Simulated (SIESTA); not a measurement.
The system is P.

```
P
1.0
     1.72573    0.99635    3.12968
    -1.72573    0.99635    3.12968
     0.00000   -1.99270    3.12968
P
2
Direct
  0.77292 0.77292 0.77292
  0.22708 0.22708 0.22708
```

This isn't the form of P at room conditions, which is orthorhombic.

* Program: SIESTA 5.4.2
* Task: single point
* Functional: PBE
* Potentials or basis: PseudoDojo 0.4 standard (PBE files)
* Basis: DZP (energy shift 0.002 Ry)
* Grid cutoff: 500 Ry
* Energy shift: 0.002 Ry
* k mesh: 9 × 9 × 9
* Occupations: fermi-dirac, width 0.05 eV
* Spin: no spin polarisation

On this cell: pressure 3.5 GPa; largest force 0.437 eV/Å; band gap on the k mesh none (metal or under the smearing width).

The same run follows on a disturbed copy (atoms moved at random, drawn with an rms of 0.05 Å):

```
P
1.0
     1.72573    0.99635    3.12968
    -1.72573    0.99635    3.12968
     0.00000   -1.99270    3.12968
P
2
Direct
  0.76363 0.77121 0.76339
  0.22196 0.22899 0.22684
```

Question: What changes?

Answer: The energy (extrapolated to zero smearing) moves by -5.2 meV/atom; pressure 1.8 GPa; largest force 0.068 eV/Å; band gap on the k mesh none (metal or under the smearing width).

Forces in eV/Å, atoms in the order of the input:
```
P    0.005 -0.053  0.042
P   -0.004  0.053 -0.042
```

Stress tensor (GPa, compression positive):
```
 2.72  0.00 -0.02
 0.00  2.71  0.19
-0.02  0.19 -0.04
```

Caveats: the basis of atomic orbitals isn't converged, which shifts pressures, moduli and gaps.
